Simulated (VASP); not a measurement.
# Al (P6_3/mmc) in VASP: notebook

One crystal, Al, is run at these levels: PBEsol; tasks: single point, relaxation of cell and atoms.

All numbers are computed with VASP 6.6.1; they aren't measurements. Logs are shortened: lines on timing, memory, paths and dates and some standing lists are left out, and cuts for length are marked.

## 1. Starting point

It takes space group P6_3/mmc (No. 194, hexagonal). Conventional cell: a = 2.851 Å, b = 2.851 Å, c = 4.637 Å, α = 90.00°, β = 90.00°, γ = 120.00°. Around Al (site symmetry -6m2) lie 12 Al at 2.84 to 2.85 Å.

This isn't the form of Al at room conditions, which is fcc.

## 2. Single point, PBEsol

The input, INCAR:

```
SYSTEM = Al
PREC     = Accurate       ! precision mode
ENCUT    = 520            ! plane-wave cutoff, eV
EDIFF    = 1E-6           ! SCF threshold, eV
ISMEAR   = 0              ! smearing method
SIGMA    = 0.1            ! smearing width, eV
LREAL    = .FALSE.        ! projectors in reciprocal space
LASPH    = .TRUE.         ! aspherical terms in the spheres
NELM     = 100            ! most SCF steps
ALGO     = Fast           ! electronic algorithm
ISIF     = 2              ! what is computed and relaxed
LWAVE    = .FALSE.        ! write WAVECAR
LCHARG   = .FALSE.        ! write CHGCAR
GGA      = PS             ! functional
NBANDS   = 10             ! bands
```

The input, KPOINTS:

```
regular mesh
0
G
  18 18 10
  0 0 0
```

The input, POSCAR:

```
Al
1.0
    2.8505492303      0.0000000000      0.0000000000
   -1.4252746151      2.4686480481      0.0000000000
    0.0000000000      0.0000000000      4.6371422557
Al
2
Direct
    0.3333333333      0.6666666667      0.2500000000
    0.6666666667      0.3333333333      0.7500000000
```

Potentials or basis: VASP PAW PBE potentials, release 64 (Al).

The run is started by

```sh
cat potpaw_PBE.64/Al/POTCAR > POTCAR
mpirun -np 1 vasp_std > vasp.out
```

OUTCAR:

```text
SYSTEM = Al
   PREC = Accurate
   ENCUT = 520
   EDIFF = 1E-6
   ISMEAR = 0
   LREAL = .FALSE.
   LASPH = .TRUE.
   NELM = 100
   ISIF = 2
   GGA = PS

 ion  position               nearest neighbor table
   1  0.333  0.667  0.250-   2 2.84   2 2.84   2 2.84   2 2.84   2 2.84   2 2.84
   2  0.667  0.333  0.750-   1 2.84   1 2.84   1 2.84   1 2.84   1 2.84   1 2.84

  LATTYP: Found a hexagonal cell.
 ALAT       =     2.8505492303
 C/A-ratio  =     1.6267539625

  Lattice vectors:

 A1 = (   2.8505492303,   0.0000000000,   0.0000000000)
 A2 = (  -1.4252746151,   2.4686480481,   0.0000000000)
 A3 = (   0.0000000000,   0.0000000000,   4.6371422557)

Analysis of symmetry for initial positions (statically):
=====================================================================
 Subroutine PRICEL returns:
 Original cell was already a primitive cell.

 Routine SETGRP: Setting up the symmetry group for a
 hexagonal supercell.

 Subroutine GETGRP returns: Found 24 space group operations
 (whereof 12 operations were pure point group operations)
 out of a pool of 24 trial point group operations.

The static configuration has the point symmetry D_3d.
 The point group associated with its full space group is D_6h.

Analysis of symmetry for dynamics (positions and initial velocities):
=====================================================================
 Subroutine PRICEL returns:
 Original cell was already a primitive cell.

 Routine SETGRP: Setting up the symmetry group for a
 hexagonal supercell.

 Subroutine GETGRP returns: Found 24 space group operations
 (whereof 12 operations were pure point group operations)
 out of a pool of 24 trial point group operations.

The dynamic configuration has the point symmetry D_3d.
 The point group associated with its full space group is D_6h.

 Subroutine INISYM returns: Found 24 space group operations
 (whereof 12 operations are pure point group operations),
 and found     1 'primitive' translations

----------------------------------------------------------------------------------------

                                     Primitive cell

  volume of cell :      32.6316

  direct lattice vectors                    reciprocal lattice vectors
     2.850549230  0.000000000  0.000000000     0.350809588  0.202540010  0.000000000
    -1.425274615  2.468648048  0.000000000     0.000000000  0.405080020  0.000000000
     0.000000000  0.000000000  4.637142256     0.000000000  0.000000000  0.215650059

  length of vectors
     2.850549230  2.850549230  4.637142256     0.405080020  0.405080020  0.215650059

  position of ions in fractional coordinates (direct lattice)
     0.333333333  0.666666667  0.250000000
     0.666666667  0.333333333  0.750000000

  ion indices of the primitive-cell ions
   primitive index   ion index
                 1           1
                 2           2

----------------------------------------------------------------------------------------

 KPOINTS: regular mesh

Automatic generation of k-mesh.
 Grid dimensions read from file:
 generate k-points for:   18   18   10

 Generating k-lattice:

  Cartesian coordinates                     Fractional coordinates (reciprocal lattice)
     0.019489422  0.011252223  0.000000000     0.055555556 -0.000000000  0.000000000
     0.000000000  0.022504446  0.000000000     0.000000000  0.055555556  0.000000000
     0.000000000  0.000000000  0.021565006     0.000000000  0.000000000  0.100000000

  Length of vectors
     0.022504446  0.022504446  0.021565006

  Shift w.r.t. Gamma in fractional coordinates (k-lattice)
     0.000000000  0.000000000  0.000000000

 Subroutine IBZKPT returns following result:
 ===========================================

 Found    222 irreducible k-points:

 Following reciprocal coordinates:
            Coordinates               Weight
  0.000000  0.000000  0.000000      1.000000
  0.055556 -0.000000  0.000000      6.000000
  0.111111 -0.000000  0.000000      6.000000
  0.166667  0.000000  0.000000      6.000000
  0.222222  0.000000  0.000000      6.000000
  0.277778  0.000000  0.000000      6.000000
[... 16 lines left out ...]
  0.333333  0.111111  0.000000     12.000000
  0.388889  0.111111  0.000000     12.000000
 [... further k-points ...]
   k-points           NKPTS =    222   k-points in BZ     NKDIM =    222   number of bands    NBANDS=     10
   number of dos      NEDOS =    301   number of ions     NIONS =      2
   total plane-waves  NPLWV =  20736
   dimension x,y,z NGX =    24 NGY =   24 NGZ =   36
   dimension x,y,z NGXF=    48 NGYF=   48 NGZF=   72
   ions per type =               2
   NGX,Y,Z   is equivalent  to a cutoff of  14.00, 14.00, 12.91 a.u.
   NGXF,Y,Z  is equivalent  to a cutoff of  27.99, 27.99, 25.81 a.u.
 SYSTEM =  Al
   PREC   = accura    normal or accurate (medium, high low for compatibility)
   ISTART =      0    job   : 0-new  1-cont  2-samecut
   ICHARG =      2    charge: 1-file 2-atom 10-const
   ISPIN  =      1    spin polarized calculation?
   LNONCOLLINEAR =      F non collinear calculations
   LSORBIT =      F    spin-orbit coupling
   LASPH  =      T    aspherical Exc in radial PAW
   ENCUT  =  520.0 eV  38.22 Ry    6.18 a.u.   5.30  5.30  8.62*2*pi/ulx,y,z
   NELM   =    100;   NELMIN=  2; NELMDL= -5     # of ELM steps
   EDIFF  = 0.1E-05   stopping-criterion for ELM
   LREAL  =      F    real-space projection
   EDIFFG = 0.1E-04   stopping-criterion for IOM
   NSW    =      0    number of steps for IOM
   IBRION =     -1    ionic relax: 0-MD 1-quasi-New 2-CG
   NFREE  =      0    steps in history (QN), initial steepest desc. (CG)
   ISIF   =      2    stress and relaxation
   ISYM   =      2    0-nonsym 1-usesym 2-fastsym
   POTIM  = 0.5000    time-step for ionic-motion
   TEBEG  =    0.0;   TEEND  =   0.0 temperature during run
   PSTRESS=    0.0 pullay stress
   NELECT =       6.0000    total number of electrons
   NUPDOWN=      -1.0000    fix difference up-down
   EMIN   =  10.00;   EMAX   =-10.00  energy-range for DOS
   EFERMI =   0.00;   METHOD = LEGACY
   ISMEAR =     0;   SIGMA  =   0.10  broadening in eV -4-tet -1-fermi 0-gaus
   EFERMI_NEDOS =   21; number of points for ismear=-14 and -15
   IALGO  =     68    algorithm
   IMIX   =      4    mixing-type and parameters
     AMIX     =   0.40;   BMIX     =  1.00
     AMIX_MAG =   1.60;   BMIX_MAG =  1.00
  volume/ion in A,a.u.               =      16.32       110.10
  Fermi-wavevector in a.u.,A,eV,Ry     =   0.930920  1.759184 11.790982  0.866613
  Thomas-Fermi vector in A             =   2.057359
   LORBIT       =      0    0 simple, 1 ext, 2 COOP (PROOUT), +10 PAW based schemes
   GGA     = PS    functional components
   LHFCALC =     F    Hartree Fock is set to
   AEXX    =    0.0000 exact exchange contribution
   IVDW    =     0    specifies the selected vdW correction
   LEPSILON=     F    determine dielectric tensor
   LRPA    =     F    only Hartree local field effects (RPA)
 non-spin polarized calculation
 RMM-DIIS sequential band-by-band and
 Gauss-broadening in eV      SIGMA  =   0.10
  energy-cutoff  :      520.00
  volume of cell :       32.63
 maximum number of plane-waves:       892
 NGX is ok and might be reduce to    24
   NGX = 11   NGY = 11   NGZ = 17

 number of electron       6.0000000 magnetization

 Free energy of the ion-electron system (eV)
  ---------------------------------------------------
  ext. energy  EPLUGINS =         0.00000000
  ---------------------------------------------------
  free energy    TOTEN  =        -8.11624535 eV

  energy without entropy =       -8.11089427  energy(sigma->0) =       -8.11356981

 E-fermi :   8.0737     XC(G=0): -10.2991

 val. band max:        8.0715295176   @ k =   0.2778   0.2222   0.5000
 cond. band min:       8.0859194736   @ k =   0.3333   0.3333   0.3000
 fundamental gap:      0.0143899560
 Fermi energy:         8.0736571298

 k-point     1 :       0.0000    0.0000    0.0000
  band No.  band energies     occupation
      1      -3.1428      2.00000
      2       3.4524      2.00000
      3       3.7185      2.00000
      4      18.6493      0.00000
      5      18.6493      0.00000
      6      19.0404      0.00000
      7      19.0404      0.00000
      8      20.2511      0.00000
      9      22.1220      0.00000
     10      22.6160      0.00000

 k-point     2 :       0.0556   -0.0000    0.0000
  band No.  band energies     occupation
      1      -3.0679      2.00000
      2       3.5218      2.00000
      3       3.7916      2.00000
      4      17.0961      0.00000
      5      17.7357      0.00000
      6      18.9254      0.00000
      7      20.0818      0.00000
      8      20.9262      0.00000
      9      22.4085      0.00000
     10      22.6734      0.00000

 k-point     3 :       0.1111   -0.0000    0.0000
  band No.  band energies     occupation
      1      -2.8435      2.00000
      2       3.7299      2.00000
      3       4.0102      2.00000
      4      15.0317      0.00000
      5      16.7809      0.00000
      6      18.1522      0.00000
      7      20.7812      0.00000
      8      20.9185      0.00000
      9      21.4015      0.00000
     10      22.0442      0.00000

 k-point     4 :       0.1667    0.0000    0.0000
  band No.  band energies     occupation
      1      -2.4701      2.00000
      2       4.0768      2.00000
      3       4.3713      2.00000
      4      12.9810      0.00000
      5      15.9507      0.00000
      6      17.2426      0.00000
      7      18.9857      0.00000
      8      19.3258      0.00000
      9      21.5780      0.00000
     10      22.0271      0.00000
[... 222 lines left out ...]
 k-point    22 :       0.2778    0.1111    0.0000
  band No.  band energies     occupation
      1      -0.2518      2.00000
      2       6.1548      2.00000
      3       6.2887      2.00000
      4       7.8208      1.99965
      5      11.2778      0.00000
      6      13.6935      0.00000
      7      14.2919      0.00000
      8      17.6342      0.00000
      9      17.8127      0.00000
     10      18.9548      0.00000

 k-point    23 :       0.3333    0.1111    0.0000
  band No.  band energies     occupation
      1       0.6978      2.00000
      2       5.7252      2.00000
      3       7.0487      2.00000
      4       7.6575      2.00000
      5      10.8482      0.00000
      6      12.1281      0.00000
      7      12.9077      0.00000
      8      17.2614      0.00000
      9      17.5092      0.00000
     10      18.6403      0.00000

 k-point    24 :       0.3889    0.1111    0.0000
  band No.  band energies     occupation
      1       1.7834      2.00000
      2       4.3436      2.00000
      3       8.0581      1.17457
      4       8.5364      0.00000
      5      10.3562      0.00000
      6      10.7113      0.00000
      7      11.8587      0.00000
      8      17.0402      0.00000
      9      17.3259      0.00000
     10      18.4486      0.00000

 [... further k-points ...]
[... 5 lines left out ...]
  --------------------------------------------------------------------------------------
  -------------------------------------------------------------------------------------
  Total        0.0094015      0.0094015      0.0092925      0.0000000      0.0000000      0.0000000
  in kB        0.4616043      0.4616043      0.4562506      0.0000000      0.0000000      0.0000000
  external PRESSURE =       0.4598198 kB  Pullay stress =       0.0000000 kB

 VOLUME and BASIS-vectors are now :
 -----------------------------------------------------------------------------
  energy-cutoff  :      520.00
  volume of cell :       32.63
      direct lattice vectors                 reciprocal lattice vectors
     2.850549230  0.000000000  0.000000000     0.350809588  0.202540010  0.000000000
    -1.425274615  2.468648048  0.000000000     0.000000000  0.405080020  0.000000000
     0.000000000  0.000000000  4.637142256     0.000000000  0.000000000  0.215650059

 POSITION                                       TOTAL-FORCE (eV/Angst)
 -----------------------------------------------------------------------------------
     -0.00000      1.64577      1.15929         0.000000     -0.000000      0.000000
      1.42527      0.82288      3.47786        -0.000000      0.000000      0.000000
 -----------------------------------------------------------------------------------
    total drift:                               -0.000000      0.000000     -0.000000

  FREE ENERGIE OF THE ION-ELECTRON SYSTEM (eV)
  ---------------------------------------------------
  free  energy   TOTEN  =        -8.1162453479 eV

  energy  without entropy=       -8.1108942655  energy(sigma->0) =       -8.11356981
```

Run time: 26 s. Hardware: 1 thread of Intel Xeon Platinum 8488C (Sapphire Rapids), shared host; peak memory 0.18 GiB.

Results:

```yaml
Free_energy: -8.1162 eV
Pressure: 0.0 GPa
Band_gap_on_the_k_mesh: none (metal or under the smearing width)
```

Caveat: the PAW data sets were made with another functional, which shifts forces and pressure a little.

## 3. Relaxation of cell and atoms, PBEsol

This run uses another cell than the first one, of 16.60 Å³/atom, 1.017 times its volume.

The input, INCAR:

```
PREC = Accurate
ENCUT = 600
EDIFF = 1E-7
ISMEAR = 0
SIGMA = 0.1
LREAL = False
LASPH = True
NELM = 100
ALGO = Fast
ISIF = 3
LWAVE = False
LCHARG = False
GGA = PS
IBRION = 2
NSW = 100
EDIFFG = -0.002
```

The input, KPOINTS:

```
Automatic mesh
0
Gamma
  18 18 10
```

The input, POSCAR:

```
Al
1.0
    2.8633495052      0.0000000000      0.0000000000
   -1.4316747526      2.4797334114      0.0000000000
    0.0000000000      0.0000000000      4.6758497419
Al
2
Direct
    0.3333333333      0.6666666667      0.2500000000
    0.6666666667      0.3333333333      0.7500000000
```

Potentials or basis: VASP PAW PBE potentials, release 64 (Al).

The run is started by

```sh
cat potpaw_PBE.64/Al/POTCAR > POTCAR
mpirun -np 1 vasp_std > vasp.out
```

It took 62 s on 1 thread of Intel Xeon Platinum 8488C (Sapphire Rapids), shared host; peak memory 0.19 GiB.

It converged, with:

- Free energy: -8.1164 eV
- Relaxed volume: 16.33 Å³/atom
- Relaxed cell: a = 2.851 Å, b = 2.851 Å, c = 4.639 Å, α = 90.00°, β = 90.00°, γ = 120.00°
- Space group after relaxing (to 0.05 Å): P6_3/mmc (No. 194)
- Energy gained by relaxing: 1.1 meV/atom
- Ionic steps: 5
- Pressure after relaxing: 0.0 GPa
- Band gap on the k mesh: none (metal or under the smearing width)

Step by step:
| step | energy change (eV) | largest force (eV/Å) | pressure (GPa) | volume (Å³) |
| --- | --- | --- | --- | --- |
| 1 | 0.0000 | 0.0000 | -1.26 | 33.20 |
| 2 | -0.0022 | 0.0000 | 0.18 | 32.58 |
| 3 | -0.0022 | 0.0000 | 0.00 | 32.65 |
| 4 | -0.0022 | 0.0000 | 0.00 | 32.65 |
| 5 | -0.0022 | 0.0000 | 0.00 | 32.65 |

Final structure:
```
Al
1.0
     2.85091    0.00000    0.00000
    -1.42545    2.46896    0.00000
     0.00000    0.00000    4.63867
Al
2
Cartesian
  0.0000 1.6460 1.1597
  1.4255 0.8230 3.4790
```

Levels at points of the mesh, in eV from the Fermi level:
```tsv
k point	band 1	band 2	band 3	band 4	band 5	band 6	band 7
(0.00, 0.00, 0.00)	-11.21	-4.62	-4.36	10.57	10.57	10.97	10.97
(0.50, 0.00, 0.00)	-5.37	-5.19	0.60	1.18	1.48	1.80	5.58
(0.00, 0.00, 0.50)	-9.50	-9.50	3.52	3.52	11.81	11.81	11.81
(0.50, 0.00, 0.50)	-3.97	-3.97	-3.25	-3.25	7.05	7.05	7.60
```

Caveat: the PAW data sets were made with another functional, which shifts forces and pressure a little.

## 4. Single point, PBEsol

This run uses another cell than the first one, of 16.60 Å³/atom, 1.017 times its volume.

The input, INCAR:

```
SYSTEM = Al
  PREC = Accurate
  ENCUT = 520
  EDIFF = 1E-6
  ISMEAR = 0
  SIGMA = 0.1
  LREAL = .False.
  LASPH = .True.
  NELM = 100
  ALGO = Normal
  ISIF = 2
  LWAVE = .False.
  LCHARG = .True.
  GGA = PS
  LELF = .True.
  LVHAR = .True.
  NBANDS = 10
```

The input, KPOINTS:

```
Automatic mesh
0
Gamma
  9 9 4
  0 0 0
```

POSCAR is that of step 3.

The run is started by

```sh
cat potpaw_PBE.64/Al/POTCAR > POTCAR
mpirun -np 1 vasp_std > vasp.out
```

Wall time 5.4 s (1 thread of Intel Xeon Platinum 8488C (Sapphire Rapids), shared host); peak memory 0.14 GiB.

Results (log left out):

```
Free energy            : -8.0936 eV
Pressure               : -1.2 GPa
Band gap on the k mesh : none (metal or under the smearing width)
```

Stress tensor (GPa, compression positive):
```
-0.76  0.00  0.00
 0.00 -0.76  0.00
 0.00  0.00 -2.06
```

Levels at points of the mesh, in eV from the Fermi level:
```csv
k point,band 1,band 2,band 3,band 4,band 5,band 6,band 7
"(0.00, 0.00, 0.00)",-11.02,-4.50,-4.30,10.57,10.57,11.00,11.00
"(0.00, 0.00, 0.50)",-9.34,-9.34,3.50,3.50,11.82,11.82,11.82
```

Caveat: the PAW data sets were made with another functional, which shifts forces and pressure a little.

## 5. Summary

| task | cell | k mesh | cutoff (eV) | gap on the mesh (eV) | pressure (GPa) |
| --- | --- | --- | --- | --- | --- |
| single point | P6_3/mmc, 16.32 Å³/atom | 18 × 18 × 10 | 520 | none | 0.0 |
| relaxation of cell and atoms | relaxed | 18 × 18 × 10 | 600 | none | 0.0 |
| single point | P6_3/mmc, 16.6 Å³/atom | 9 × 9 × 4 | 520 | none | -1.2 |

Alike in all rows: level PBEsol; potentials or basis VASP PAW PBE potentials, release 64 (Al); no spin polarisation; smearing gaussian 0.1 eV.

Caveats: the PAW data sets were made with another functional, which shifts forces and pressure a little.

Total energies depend on the potentials used, so only differences within one code and one set of settings carry meaning.
